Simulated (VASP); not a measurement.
Write the native input for VASP 6.6.1 that does the following.

```
Task                   : optical spectrum
Functional             : PBE
Potentials or basis    : VASP PAW PBE potentials, release 64 (Ga_d, Sb)
Cutoff                 : 520 eV
k mesh                 : 10 × 10 × 10
Occupations            : gaussian, width 0.03 eV
Spin                   : no spin polarisation
Further INCAR settings : ALGO = Fast; EDIFF = 1e-07; NBANDS = 33
```

The structure of GaSb lies in POSCAR:

```
GaSb                                    
1.0
    0.0000000000      3.0573977441      3.0573977441
    3.0573977441      0.0000000000      3.0573977441
    3.0573977441      3.0573977441      0.0000000000
  Ga              Sb            
     1     1
Direct
     1.0000000000000000    1.0000000000000000    1.0000000000000000
     0.2500000000000000    0.2500000000000000    0.2500000000000000
```

The input as run:

INCAR

```
SYSTEM = GaSb
PREC = Accurate
ENCUT = 520
EDIFF = 1E-7
ISMEAR = 0
SIGMA = 0.03
LREAL = .False.
LASPH = .True.
NELM = 80
ALGO = Fast
ISIF = 2
LWAVE = .False.
LCHARG = .False.
GGA = PE
LOPTICS = .True.
NBANDS = 33
NEDOS = 1000
CSHIFT = 0.1
```

KPOINTS

```
regular mesh
0
Gamma
  10 10 10
  0 0 0
```

Potentials or basis: VASP PAW PBE potentials, release 64 (Ga_d, Sb).

The run is started by

```bash
$ cat potpaw_PBE.64/Ga_d/POTCAR potpaw_PBE.64/Sb/POTCAR > POTCAR
$ mpirun -np 1 vasp_std > vasp.out
```

Results of the run:

```
Pressure               : 2.5 GPa
Band gap on the k mesh : 0.05 eV, direct
```

Caveat: independent-particle spectra lack excitons; spin-orbit coupling is left out, which moves the levels of the heavy elements.

Wall time 32 s on 1 thread of Intel(R) Xeon(R) 6975P-C (Granite Rapids) (shared host), peak memory 0.28 GiB.
